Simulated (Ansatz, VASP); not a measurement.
**Ga15NiP16 (Ni on the Ga site in GaP): VASP beside Ansatz**

Wanted: the spread between two codes on one cell, functional and k mesh. Of the first pair: The structure shown is the start of the Ansatz relaxation below; VASP solves that cell, so the two are compared at the walk's first step.

Calculated with Ansatz 0.2.0; plane waves, with VASP 6.6.1 beside it; PBE.

## 1. The starting structure

The cell holds 32 atoms: 15 Ga, 1 Ni and 16 P. Its edges and angles: a = 9.535 Å, b = 9.535 Å, c = 9.535 Å, α = 109.5°, β = 109.5°, γ = 109.5°. It derives from GaP (GaP (F-43m)). Nearest the centre at fractional (0.250, 0.500, 0.250): Ni16 at 0.05 Å, P19 at 2.34 Å, P28 at 2.39 Å, P23 at 2.41 Å, P22 at 2.41 Å, Ga3 at 3.85 Å, Ga4 at 3.87 Å, Ga11 at 3.88 Å. The cell carries charge −2.

## 2. Ansatz: relaxation, PBE

Ansatz runs on its default PAW (the set named soft_2) files.

The two programs are compared at the cell with which this relaxation starts, whose forces are those of its first step.

Input file input.yaml:

```yaml
relax:
  f_tol: 0.02
  max_steps: 80
  random_displacement: { amplitude: 0.05, seed: 444 }
crystal:
  lattice:
    - [-5.50512823, 5.50512823, -5.50512823]
    - [5.50512823, 5.50512823, 5.50512823]
    - [5.50512823, -5.50512823, -5.50512823]
  atoms:
    - { symbol: Ga, position: [0.0, 0.0, 0.0] }
    - { symbol: Ga, position: [0.0, 0.25, 0.75] }
    - { symbol: Ga, position: [0.0, 0.5, 0.5] }
    - { symbol: Ga, position: [0.0, 0.75, 0.25] }
    - { symbol: Ga, position: [0.25, 0.0, 0.75] }
    - { symbol: Ga, position: [0.25, 0.25, 0.5] }
    - { symbol: Ni, position: [0.25, 0.5, 0.25], spin: 1.0 }
    - { symbol: Ga, position: [0.25, 0.75, 0.0] }
    - { symbol: Ga, position: [0.5, 0.0, 0.5] }
    - { symbol: Ga, position: [0.5, 0.25, 0.25] }
    - { symbol: Ga, position: [0.5, 0.5, 0.0] }
    - { symbol: Ga, position: [0.5, 0.75, 0.75] }
    - { symbol: Ga, position: [0.75, 0.0, 0.25] }
    - { symbol: Ga, position: [0.75, 0.25, 0.0] }
    - { symbol: Ga, position: [0.75, 0.5, 0.75] }
    - { symbol: Ga, position: [0.75, 0.75, 0.5] }
    - { symbol: P, position: [0.0, 0.0, 0.75] }
    - { symbol: P, position: [0.0, 0.25, 0.5] }
    - { symbol: P, position: [0.0, 0.5, 0.25] }
    - { symbol: P, position: [0.0, 0.75, 0.0] }
    - { symbol: P, position: [0.25, 0.0, 0.5] }
    - { symbol: P, position: [0.25, 0.25, 0.25] }
    - { symbol: P, position: [0.25, 0.5, 0.0] }
    - { symbol: P, position: [0.25, 0.75, 0.75] }
    - { symbol: P, position: [0.5, 0.0, 0.25] }
    - { symbol: P, position: [0.5, 0.25, 0.0] }
    - { symbol: P, position: [0.5, 0.5, 0.75] }
    - { symbol: P, position: [0.5, 0.75, 0.5] }
    - { symbol: P, position: [0.75, 0.0, 0.0] }
    - { symbol: P, position: [0.75, 0.25, 0.75] }
    - { symbol: P, position: [0.75, 0.5, 0.5] }
    - { symbol: P, position: [0.75, 0.75, 0.25] }
  host:
    repeats: [1, 1, 1]
    atoms:
      - { symbol: Ga, position: [0.0, 0.0, 0.0] }
      - { symbol: Ga, position: [0.0, 0.25, 0.75] }
      # ... 30 more atoms of the perfect host
total_charge: -2
basis:
  ecutwfc: 420
  xc_grid: 2
hamiltonian:
  xc: pbe
kpoints:
  mp_grid: { grid: [2, 2, 2], shift: [0.5, 0.5, 0.5] }
magnetization:
  spin_polarized: true
  initial_magnetization: 1
  spin_locking: { lock_magnetization: hard }
scf:
  occupations: { method: fermi_dirac, width: 0.01 }
  max_iter: 120
output:
  forces: true
  charged_corrections:
    epsilon: 10.62
    static_epsilon: 12.85
    defect_position: [0.25, 0.5, 0.25]
checkpoint:
  write: "../relax2.run"
  compress: false
  write_wavefunctions: true
  write_every: 100000
```

Started as:

```console
ansatz run input.yaml --threads 32 --pin off --max-ram 84787MiB --backend cuda --events-out ev --progress --plain --runs-dir out --max-vram 78GiB
```

Numbers of over 12 decimals in the logs are rounded to 6 here.

Log:

```text
Engine: ansatz 0.2.0, aarch64-unknown-linux-gnu
Pseudopotentials: kind: paw
Pseudopotential: Ga, paw, valence charge 13, recommended cutoff 420 eV (normal), Ga.paw.azcp
Pseudopotential: Ni, paw, valence charge 18, recommended cutoff 420 eV (normal), Ni.paw.azcp
Pseudopotential: P, paw, valence charge 5, recommended cutoff 420 eV (normal), P.paw.azcp
Functional definition: PBE
  parameter kappa = 0.804
  parameter beta = 0.066725
  exchange = pbe_x(kappa = kappa, mu = beta*pi^2/3)
  correlation = pbe_c(beta = beta)
[...]
Crystal: 32 atoms, lattice volume = 667.363 Å³
Basis set: ecut = 420 eV, 13067 PW (Γ), exchange–correlation on 128×128×128 points (8 copies of the dense FFT grid, shifted against one another)
Bands: 180, of which v1, the nominal top of the filled ones, is band 148 counted from 1 (147 counted from 0)
Symmetry: 1 space group operations
k-points: 4 of 8 (time reversal used)
Non-local potential: Ga, projectors of the file, l = 0: 2, l = 1: 2, l = 2: 3, l = 3: 1
Non-local potential: Ni, projectors of the file, l = 0: 3, l = 1: 2, l = 2: 3, l = 3: 1
Non-local potential: P, projectors of the file, l = 0: 2, l = 1: 2, l = 2: 2
PAW form: soft (Blöchl's): semilocal exchange-correlation on the pseudo side does not see the compensation charge
PAW one-centre angular grid: Ga, 590 points (default); XC on 64 Gauss nodes
PAW one-centre angular grid: Ni, 590 points (default); XC on 64 Gauss nodes
PAW one-centre angular grid: P, 110 points (default); XC on 64 Gauss nodes
Initial density: superposition of atomic densities (chi_scale 0.1, normalization cell)
Starting moments: Σ|m| = 1 μB on 1 of 32 sites
Initial wavefunctions: pseudopotential atomic-orbital guess
[...]
Functional: x = pbe(κ = 0.804, μ = 0.219515), c = pbe(β = 0.066725)
SCF iter   1: F=—  HF=-74678.488136 eV  |Δ(HF+E_count)|=         —  Δρ=2.62e-2 (↑2.52e-2 ↓2.62e-2)  dr2=2.27e1  dr2_m=4.00e-2  M=1.000 μB ∫|m|=1.214 μB  Hψ=5693
preconditioner: auto → Resta (q_TF=auto, 2.381 Å⁻¹)  ε∞=5.0  [insulator: Δε(μ)=0.041 eV  Ē_g=12.225 eV  σ=0.010 eV  W_gap=0.71  n_scr=140 (ndim 8)  ℏωp=24.4 eV  f_vac=0.000  D(μ)=23.75/eV (n_scr^D=176)  ε∞_Penn≈5.0]
spin=Collinear: Resta preconditioning applied to the charge; magnetization (m = ρ↑ − ρ↓) channel mixes plain (no charge-response kernel on spin).
SCF iter   2: F=—  HF=-74673.599814 eV  |Δ(HF+E_count)|=    4.89e0  Δρ=1.74e-2 (↑1.68e-2 ↓1.74e-2)  dr2=9.69e0  dr2_m=1.89e-2  M=1.000 μB ∫|m|=1.128 μB  Hψ=2805
[...]
SCF iter   6: F=—  HF=-74672.883147 eV  |Δ(HF+E_count)|=         —  Δρ=7.85e-4 (↑7.85e-4 ↓6.93e-4)  dr2=4.65e-3  dr2_m=2.53e-3  M=1.000 μB ∫|m|=1.059 μB  Hψ=2005
Mixer restart at iter 6: flushing history
SCF iter   7: F=—  HF=-74672.886600 eV  |Δ(HF+E_count)|=   3.45e-3  Δρ=7.13e-4 (↑7.13e-4 ↓4.03e-4)  dr2=6.60e-3  dr2_m=2.22e-4  M=1.000 μB ∫|m|=1.061 μB  Hψ=2884
[...]
SCF iter  16: F=-74672.889636 eV  HF=-74672.889637 eV  |Δ(HF+E_count)|=   2.05e-6  Δρ=1.42e-5 (↑3.48e-6 ↓1.42e-5)  dr2=1.06e-6  dr2_m=2.36e-7  M=1.000 μB ∫|m|=1.061 μB  Hψ=5744
SCF 1 converged in 16 iterations: F = -74672.889636 eV  dr2 = 1.06e-6
  greatest PAW one-centre occupation: 1.001 electrons in one spin orbital (limit 2), on the Ni atom at site 6 (counted from 0), in its partial waves of l = 1
relax step   1: F+E_penalty+E_count = -74672.88963635 eV  Δ(F+E_penalty+E_count) = +0.000e0 eV  max|allowed force component| = 9.868e-1 eV/Å  Δτ_max = 0.0000 Å  (16 SCF iters, dr2 threshold 1.00e-5 eV, accepted)
[...]
relax step   2: F+E_penalty+E_count = -74673.64711674 eV  Δ(F+E_penalty+E_count) = -7.575e-1 eV  max|allowed force component| = 3.576e-1 eV/Å  Δτ_max = 0.1192 Å  (10 SCF iters, dr2 threshold 6.09e-5 eV, accepted)
[...]
relax step   3: F+E_penalty+E_count = -74673.75290378 eV  Δ(F+E_penalty+E_count) = -1.058e-1 eV  max|allowed force component| = 5.882e-2 eV/Å  Δτ_max = 0.0649 Å  (9 SCF iters, dr2 threshold 7.99e-6 eV, accepted)
[...]
relax step   4: F+E_penalty+E_count = -74673.75329544 eV  Δ(F+E_penalty+E_count) = -3.917e-4 eV  max|allowed force component| = 6.674e-2 eV/Å  Δτ_max = 0.0211 Å  (11 SCF iters, accepted)
[...]
relax step   5: F+E_penalty+E_count = -74673.75511036 eV  Δ(F+E_penalty+E_count) = -1.815e-3 eV  max|allowed force component| = 1.946e-2 eV/Å  Δτ_max = 0.0168 Å  (8 SCF iters, accepted)
[...]
relax step   6: F+E_penalty+E_count = -74673.75527715 eV  Δ(F+E_penalty+E_count) = -1.668e-4 eV  max|allowed force component| = 5.008e-3 eV/Å  Δτ_max = 0.0036 Å  (6 SCF iters, accepted)
[...]
relax step   7: F+E_penalty+E_count = -74673.75529446 eV  Δ(F+E_penalty+E_count) = -1.731e-5 eV  max|allowed force component| = 1.000e-3 eV/Å  Δτ_max = 0.0010 Å  (6 SCF iters, accepted)
[...]
NSCF: frozen V_eff on 4 k-points
the band table was solved once a step of the walk had ended and its energy, with any forces and stress, was formed, with the checks that follow a solve (6348 applications of the Hamiltonian). They found nothing against the state; the energy, forces and stress were not computed again (output.eigenvalues in the input reference)
SCF converged after 6 iterations
Stability checked in part: among states of this total moment the steps that led to this state did not find it unstable. No probe was made; neither looks for a lower state of another moment (fixed_total_moment; see scf.lower_state_search)
Magnetization: 1.0000 μB (148.0000 up, 147.0000 down)
Absolute magnetization: 1.0348 μB (∫|ρ↑−ρ↓|, with the PAW one-centre terms)
Spin contamination: 0.0078 ħ² per cell (⟨S²⟩ above its minimum at these occupations)
Per-site moments (μB) at R_I (Å): [(0.00256342, 0.977896), (0.00256373, 0.977902), (0.00255969, 0.977876), (0.0025584, 0.977875), (0.000127342, 0.985171), (0.00171422, 0.975619), (0.512878, 0.921346), (0.00171332, 0.975624), (0.00256025, 0.9778
Free energy (F): -74673.755294 eV
Harris-Foulkes:  -74673.755294 eV  (|F-HF|=1.81e-8)
Internal energy: -74673.751389 eV  (E = F + TS)
E sigma→0 (E₀):  -74673.753342 eV
Entropy (-TS):   -0.003906 eV (-0.122 meV/atom)
Fermi energy:    7.335408 (↑ 7.786101, ↓ 7.335408) eV
--- Per-component energies (eV) ---
  E_band       = -1417.718496
  E_kinetic    = 3153.219435
  E_local      = -38833.035416  (includes V_loc(G=0)·N_el)
  E_nonlocal   = 7554.433888
  E_hartree    = 17747.146186
  E_xc         = -2118.230506
  E_vxc        = -1968.355235  (∫ρ·V_xc dr)
  E_paw        = -40574.966857  (= ΣΔE_a)
  E_vpaw       = -6818.257156  (= ΣTr[D̂ρ^β])
  E_aug_tail   = -0.000899  (compensation charges beyond the density's cutoff)
  E_ewald      = -21602.317220
  E_smearing   = -0.003906  (= −TS)
  E_closure    = 0.000000  (closes the sum)
  E_deformation_potential = -26.133668  (in the stress; not in F)
  Σ components = -74673.755294   (vs F -74673.755294, Δ=0.00e0)
--- Forces (eV/Å), atoms counted from 1 ---
  atom   1  Ga     0.00029375    -0.00002698     0.00001941
  atom   2  Ga     0.00002185     0.00035892    -0.00001059
  atom   3  Ga     0.00004269    -0.00004399     0.00012400
  atom   4  Ga    -0.00033784     0.00026777    -0.00023010
  atom   5  Ga    -0.00013462     0.00002239    -0.00001765
  atom   6  Ga     0.00029429     0.00005064    -0.00003172
  [... 26 more lines of this table ...]
  max |Σ_I F_I| component: 6.81e-6 eV/Å
--- Charged-cell corrections in eV (Makov–Payne, q = -2.000 e, ε = 12.850) ---
  F (periodic)     = -74673.755294  (uncorrected; the corrections below are reported, never added to it)
  E_corr1          = +0.740783  (monopole, q²α_M/2εL)
  F Makov-Payne    = -74673.014511  (F + E_corr1; no measured alignment; for a localised charge, not one spread in a band: unchecked)
  no potential alignment in this run, which stands beside a crystal: run the host's input off ansatz write-host-input, and read the two finished runs by ansatz place-levels (neither reads a slab, a wire or a sheet, whose cell leaves a vacuum)
--- Band table (eV; the first three rows and the last of 8) ---
  k-point 0 ↑: bands = ["-95.8193", "-56.2856", "-56.2856", "-56.0938", "-7.9383", "-7.9374", "-7.9373", "-7.9372", "-7.9358", "-7.9354", "-7.9320", "-7.9320", "-7.9301", "-7.8653", "-7.8649", "-7.864
  k-point 1 ↑: bands = ["-95.8193", "-56.2856", "-56.2856", "-56.0938", "-7.9426", "-7.9418", "-7.9402", "-7.9339", "-7.9338", "-7.9317", "-7.9309", "-7.9300", "-7.9282", "-7.8715", "-7.8627", "-7.861
  k-point 2 ↑: bands = ["-95.8193", "-56.2856", "-56.2856", "-56.0938", "-7.9426", "-7.9418", "-7.9402", "-7.9339", "-7.9338", "-7.9317", "-7.9309", "-7.9300", "-7.9282", "-7.8715", "-7.8627", "-7.861
  k-point 3 ↓: bands = ["-95.2053", "-55.6469", "-55.6469", "-55.5752", "-7.9410", "-7.9410", "-7.9392", "-7.9337", "-7.9327", "-7.9327", "-7.9299", "-7.9278", "-7.9278", "-7.8697", "-7.8604", "-7.859
--- Relaxed structure (7 steps of the walk, 7 accepted, 0 SCFs on fresh bases) ---
  F+E_penalty+E_count = -74673.75529446 eV   max|allowed force component| = 1.000e-3 eV/Å
  atoms:
    - { symbol: Ga, position: [0.00724075, 0.00586313, 0.00715596] }
    - { symbol: Ga, position: [0.00723504, 0.257039, 0.755984] }
    - { symbol: Ga, position: [-0.00170552, 0.497817, 0.490170] }
    - { symbol: Ga, position: [-0.00171178, 0.740056, 0.247936] }
    - { symbol: Ga, position: [0.249463, -0.00145577, 0.748663] }
    - { symbol: Ga, position: [0.249467, 0.246367, 0.491619] }
  [... 26 more lines of this table ...]
```

Reading the cycles: dr2 is the Hartree energy of the density residual (eV), the measure of convergence; HF is the Harris–Foulkes estimate of the energy, which meets the free energy F at convergence.

## 3. VASP: single point, PBE, start cell, pair 1

The same cell, functional, mesh and smearing now go to VASP, with its own data sets.

Lines of VASP's logs that name or quote its potential files are left out, and so is its time.

Input file INCAR:

```
SYSTEM = Ga15NiP16
PREC = Accurate
ENCUT = 520
EDIFF = 1E-06
NELM = 200
ISMEAR = -1
SIGMA = 0.01
LREAL = Auto
ALGO = Normal
GGA = PE
NELECT = 287
NBANDS = 168
ISPIN = 2
MAGMOM = 0 0 0 0 0 0 0 0 0 0 0 0 0 0 0 0.51 0 0.01 0.03 0.01 0 0.03 0.03 0 0.01 0 0.01 0.03 0.01 0.01 0.01 0.01
LASPH = .TRUE.
LMAXMIX = 4
LORBIT = 11
LWAVE = .FALSE.
LCHARG = .FALSE.
ISIF = 2
ISYM = 0
NUPDOWN = 1
GGA_COMPAT = .FALSE.
KPAR = 4
```

Input file POSCAR:

```
Ga15NiP16
1.0
   -5.5051282318      5.5051282318     -5.5051282318
    5.5051282318      5.5051282318      5.5051282318
    5.5051282318     -5.5051282318     -5.5051282318
Ga Ni P
15 1 16
Direct
    0.9997275268      0.9942780624      0.9980018631
    0.9951863065      0.2442268269      0.7449417756
    0.0019981369      0.4966278504      0.4966278504
    0.9965486726      0.7436702339      0.2463157883
    0.2517652526      0.0034513274      0.7562040019
    0.2447717734      0.2504028865      0.4995342314
    0.2551257556      0.7500279423      0.9995458780
    0.5026222612      0.0049045179      0.4991709338
    0.5006241243      0.2464974371      0.2452258954
    0.4970819724      0.5031672076      0.9984559851
    0.5016231927      0.7546599870      0.7485747518
    0.7446693024      0.9949138333      0.2484047496
    0.7470307369      0.2439543537      0.9988192827
    0.7440335316      0.4979902165      0.7490288739
    0.7532976209      0.7551141091      0.4997158802
    0.2462249639      0.4947205379      0.2443176514
    0.0062668840      0.0020889613      0.7520260793
    0.9967303214      0.2466790859      0.5020773148
    0.0025430834      0.4988984606      0.2462249639
    0.0063577084      0.7524802013      0.0024522590
    0.2437727049      0.9969119702      0.4959012552
    0.2452258954      0.2451350710      0.2494946425
    0.2494946425      0.4950838355      0.9952771309
    0.2436818805      0.7459408441      0.7471215614
    0.5057102910      0.0006357708      0.2509478330
    0.5028947344      0.2496762913      0.0052678155
    0.4963553772      0.4988076361      0.7526618501
    0.5029855588      0.7512994840      0.4968094992
    0.7545691626      0.9983651607      0.0009082441
    0.7453050732      0.2439543537      0.7473032102
    0.7464857905      0.4973544457      0.4936306450
    0.7525710257      0.7512086596      0.2464066127
```

Input file KPOINTS:

```
Points of the shifted mesh
8
Reciprocal
 0.2500000000  0.2500000000  0.2500000000 1
 0.2500000000  0.2500000000  0.7500000000 1
 0.2500000000  0.7500000000  0.2500000000 1
 0.2500000000  0.7500000000  0.7500000000 1
 0.7500000000  0.2500000000  0.2500000000 1
 0.7500000000  0.2500000000  0.7500000000 1
 0.7500000000  0.7500000000  0.2500000000 1
 0.7500000000  0.7500000000  0.7500000000 1
```

Potentials, in the order of the species: Ga_d, Ni and P (PBE family, release 64).

Started as:

```console
mpirun -np 4 vasp_std
```

Log:

```text
[banner, memory and clock lines left out]
running    4 mpi-ranks, on    1 nodes
[...]
LDA part: xc-table for (Slater+PW92), standard interpolation
 POSCAR, INCAR and KPOINTS ok, starting setup
[...]
entering main loop
       N       E                     dE             d eps       ncg     rms          rms(c)
DAV:   1     0.367452542276E+04    0.36745E+04   -0.11471E+05  5664   0.249E+03
DAV:   2     0.782071614040E+03   -0.28925E+04   -0.27929E+04  5376   0.744E+02
DAV:   3    -0.366404569896E+02   -0.81871E+03   -0.76574E+03  6400   0.251E+02
DAV:   4    -0.133778436988E+03   -0.97138E+02   -0.94584E+02  6464   0.811E+01
DAV:   5    -0.142048087991E+03   -0.82697E+01   -0.82026E+01  7968   0.244E+01BRMIX: very serious problems
 the old and the new charge density differ
 old charge density:   285.00000 new  287.00000
BRMIX: very serious problems
 the old and the new charge density differ
 old charge density:   285.00000 new  287.00000
BRMIX: very serious problems
 the old and the new charge density differ
 old charge density:   285.00000 new  287.00000
BRMIX: very serious problems
 the old and the new charge density differ
 old charge density:   285.00000 new  287.00000
    0.203E+01
DAV:   6    -0.142226116489E+03   -0.17803E+00   -0.63871E+01  6984   0.338E+01    0.266E+01
DAV:   7    -0.136349741565E+03    0.58764E+01   -0.19743E+01  6480   0.297E+01    0.989E+00
DAV:   8    -0.138575865290E+03   -0.22261E+01   -0.15556E+01  7272   0.142E+01    0.233E+01
DAV:   9    -0.136671159492E+03    0.19047E+01   -0.10766E+01  6952   0.100E+01    0.421E+00
[...]
DAV:  29    -0.136656561340E+03    0.13635E-04   -0.32553E-05  5576   0.387E-02    0.107E-02
DAV:  30    -0.136656561609E+03   -0.26947E-06   -0.12375E-05  5272   0.141E-02    0.775E-03
DAV:  31    -0.136656561708E+03   -0.98640E-07   -0.13716E-06  3224   0.757E-03
   1 F= -.13665656E+03 E0= -.13665369E+03  d E =-.573699E-02  mag=     1.0000
```

Parts of OUTCAR (step 3):

```text
  Total       16.1409198     16.2521359     16.5160279     -1.0422548     -0.3968841      0.1000098
  in kB       38.7504322     39.0174352     39.6509758     -2.5022009     -0.9528225      0.2400993
  external PRESSURE =      39.1396144 kB  Pullay stress =       0.0000000 kB

 POSITION                                       TOTAL-FORCE (eV/Angst)
 -----------------------------------------------------------------------------------
      5.46413      5.48313     -5.52413         0.330305      0.434680     -0.295650
     -0.03313      2.72213     -8.23513         0.545204      0.283044     -0.430537
      5.45700      0.01100     -0.01100        -0.054518     -0.086366      0.645201
     -0.03613      8.22413     -2.74813        -0.138263      0.046147     -0.228338
      2.79600     -2.75800     -5.53000        -0.591407      0.285106     -0.004447
      2.78100     -0.02400     -2.71900        -0.526451      0.104115     -0.082686
      8.22713      0.03087     -2.77813        -0.301934     -0.428969     -0.271166
      0.00800      0.04600     -5.48800        -0.282018     -0.864496     -0.132530
     -0.04900      2.76300     -2.74900         0.789242     -0.744937      0.093776
      5.53013      0.00987     -5.46313         0.014139     -0.379114     -0.313830
      5.51400      2.79500     -2.72800        -0.263540      0.038084      0.184218
      2.74513      8.20913      0.01013        -0.210318      0.677390     -0.250461
      2.72913     -0.04313     -8.26813         0.341631      0.438106     -0.309215
      2.76900      2.71400     -5.47800        -0.214618      0.367887     -0.170861
[...]
-----------------------------------------------------------------------------------
    total drift:                               -0.000571     -0.006463     -0.003009

  FREE ENERGIE OF THE ION-ELECTRON SYSTEM (eV)
  ---------------------------------------------------
  free  energy   TOTEN  =      -136.6565617078 eV

  energy  without entropy=     -136.6508247190  energy(sigma->0) =     -136.65369321

 magnetization (x)
# of ion       s       p       d       tot
------------------------------------------
    1       -0.001   0.001   0.001   0.001
    2       -0.001   0.001   0.001   0.001
    3       -0.001   0.001   0.001   0.002
    4       -0.001   0.001   0.001   0.002
    5       -0.001   0.001   0.000   0.000
    6       -0.001   0.001   0.001   0.001
    7       -0.001   0.001   0.001   0.001
    8       -0.001   0.001   0.001   0.001
    9       -0.001   0.001   0.001   0.001
   10       -0.001   0.001   0.001   0.002
   11       -0.001   0.001   0.001   0.001
   12       -0.001   0.002   0.000   0.001
   13       -0.001   0.001   0.001   0.000
[...]
--------------------------------------------------
tot          0.001   0.173   0.655   0.829

[... 3 further parts left out ...]
[key lines of the parts left out:]
E-fermi :   5.2545
```

The cell holds one magnetic atom, so no antiferromagnetic order fits into it.

(Continued in part 2 of 2.)

[Lines on the potential files, build, host, timing and source positions are cut from VASP's logs without a mark.]

[Logs are printed without paths, hosts, clocks, repeated set-up lines and the standing remarks that a program may print on its own settings, such as how far it seeks lower states.]

[Hosts, paths, dates, database ids (printed as entryN), source tags and the programs' standing remarks are cut or masked in the printed files.]
